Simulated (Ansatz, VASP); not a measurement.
# Sn in VASP and in Ansatz

```xyz
2
Lattice="0.0000 3.1799 3.1799 3.1799 0.0000 3.1799 3.1799 3.1799 0.0000" Properties=species:S:1:pos:R:3 pbc="T T T"
Sn    3.1799    3.1799    3.1799
Sn    4.7699    4.7699    4.7699
```

Change from the starting cell: volume scaled by 0.9405.

Alike in both runs: task single point; functional PBE; k mesh 9 × 9 × 9; occupations fermi-dirac, width 0.03 eV; no spin polarisation.

|  | VASP | Ansatz |
| --- | --- | --- |
| version | VASP 6.6.1 | Ansatz 0.2.0 |
| potentials or method | VASP PAW PBE potentials, release 64 (Sn_d), cutoff 520 eV | all-electron LAPW, scalar-relativistic |

```tsv
	VASP	Ansatz	Ansatz less VASP
pressure (GPa)	6.7	6.8	+0.05
```

Ansatz ran all-electron here, so the differences hold the error of VASP's frozen core and of both bases.
